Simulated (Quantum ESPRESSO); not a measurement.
**Te2Pt (Moncheite) under changes of volume**

One of the cells (24.143 Å³/atom); the others are scaled copies at fixed shape and fractional positions:

```
CELL_PARAMETERS angstrom
4.01000 0.00000 0.00000
-2.00500 3.47276 0.00000
0.00000 0.00000 5.20100
ATOMIC_POSITIONS crystal
Pt 0.00000 0.00000 0.00000
Te 0.66667 0.33333 0.75000
Te 0.33333 0.66667 0.25000
```

```yaml
Program: Quantum ESPRESSO 7.5
Functional: PBEsol
Potentials_or_basis: GBRV 1.5 PBEsol
Cutoff: 612 eV
Density_cutoff: 4898 eV
k_mesh: 8 × 8 × 5
Occupations: fermi-dirac, width 0.05 eV
Spin: no spin polarisation
```

| volume (Å³/atom) | energy over the lowest point (meV/atom) | pressure (GPa) |
| --- | --- | --- |
| 22.694 | ? | ? |
| 23.177 | 66.67 | 11.1 |
| 23.660 | 37.52 | 8.0 |
| 24.143 | 17.31 | 5.2 |
| 24.626 | 5.10 | 2.7 |
| 25.108 | 0.00 | 0.5 |
| 25.591 | 1.27 | -1.5 |

Question: What does the run at 22.694 Å³/atom give?

Answer: Energy over the lowest point 105.86 meV/atom; pressure 14.7 GPa.

Worked out: A Birch-Murnaghan fit of order 3 (a polynomial in V^(-2/3)) to the other rows has its minimum at 25.25 Å³/atom with B0 = V·E''(V) = 107 GPa and B' = 4.9 at fixed shape and positions, which overstates the stiffness. It gives 105.85 meV/atom at 22.694 Å³/atom, against the run's 105.86, and -dE/dV = 14.8 GPa, against 14.7.

Energies are extrapolated to zero smearing.
